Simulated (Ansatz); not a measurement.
The cell below belongs to a search over invented structures; it isn't taken from experiment.

Input and command of a plane-wave DFT calculation in Ansatz:

```yaml
crystal:
  lattice:
    - [1.78810222, -3.1126901422, 0.0]
    - [1.78810222, 3.1126901422, 0.0]
    - [0.0, 0.0, 5.6473538695]
  atoms:
    - { symbol: Tl, position: [0.8341367657, 0.1658632343, 0.25] }
    - { symbol: Tl, position: [0.1658632343, 0.8341367657, 0.75] }
basis:
  ecutwfc: 420
kpoints:
  mp_grid: { grid: [18, 18, 10] }
hamiltonian:
  xc: pbe
scf:
  occupations: { method: fermi_dirac, width: 0.15 }
output:
  forces: true
  stress: true
  eigenvalues: true
  write_density: true
  write_potential: true
  elf: true
  volumetric_format: npy
relax:
  adjacent_minimum: "off"
  f_tol: 0.001
  max_steps: 60
  cell: { stress_tol: 0.01 }
```

```bash
ansatz run input.yaml --threads 1 --pin off --max-ram 2560MiB --backend cpu --events-out ev --progress --plain --runs-dir out
```

Processor: Arm Neoverse N1, 1 thread, on a host shared with other jobs.

How long does it run, and how much memory does it take?

About 5 min, peak memory 0.73 GiB. It solves 17 bands at 546 k points (after reduction by symmetry) with about 1231 plane waves (on the last cell), in 30 SCF iterations over 6 ionic steps.
